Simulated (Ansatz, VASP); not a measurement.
**Two plane-wave programs on As**

```xyz
2
Lattice="3.5785 0.0000 0.0000 -1.7893 3.0991 0.0000 0.0000 0.0000 28.0000" Properties=species:S:1:pos:R:3 pbc="T T T"
As    0.0000    2.0661   14.6967
As    1.7893    1.0330   13.3033
```

The cell was built by a generator and needn't be a form met in nature.

Alike in both runs: functional PBE; dispersion D3(BJ); k mesh 6 × 6 × 1; occupations gaussian, width 0.1 eV; no spin polarisation.

Ansatz relaxed the structure, and its values are those at the end. VASP's run is a single point on that final structure, the one shown.

```csv
,VASP,Ansatz
version,VASP 6.6.1,Ansatz 0.2.0
potentials or method,"VASP PAW PBE potentials, release 64 (As)","scalar-relativistic, plane waves, PAW"
plane-wave cutoff (eV),520,420
valence electrons in the cell,10,30
```

```tsv
	VASP	Ansatz	Ansatz less VASP
gap on the k mesh at the Fermi level (eV)	1.58	1.58	-0.003
least direct gap on the mesh (eV)	2.02	2.03	+0.014
rms of the force components (eV/Å)	0.053	0.000	-0.0524
```

The functional is the same, so the differences come from potentials, cutoffs and numerics. The two sets of potentials don't hold the same shells in valence.

A hybrid or GW would open this gap; PBE tends to underestimate it.
